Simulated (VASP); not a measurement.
Si:

```xyz
2
Lattice="0.0000 2.7136 2.7136 2.7136 0.0000 2.7136 2.7136 2.7136 0.0000" Properties=species:S:1:pos:R:3 pbc="T T T"
Si    4.0703    4.0703    4.0703
Si    2.7136    2.7136    2.7136
```

Program: VASP 6.6.1. Alike in all runs: task single point; potentials or basis VASP PAW PBE potentials, release 64 (Si); no spin polarisation; cell as given; cutoff (eV) 520; smearing fermi-dirac 0.02 eV.

Problem. Order these runs on this cell by their band gap on the k mesh, lowest first.
A. level PBE; k mesh 7 × 7 × 7
B. level HSE06; k mesh 6 × 6 × 6; grid for exact exchange (PRECFOCK) Fast; screening parameter 0.2 1/A
C. level r2SCAN; k mesh 7 × 7 × 7

Solution. A (0.57 eV), C (0.77 eV), B (1.30 eV).

Caveats: an odd mesh through Γ misses points on the zone boundary, where band edges often lie (some runs).

A k mesh can miss the band edges, odd and even meshes differently.
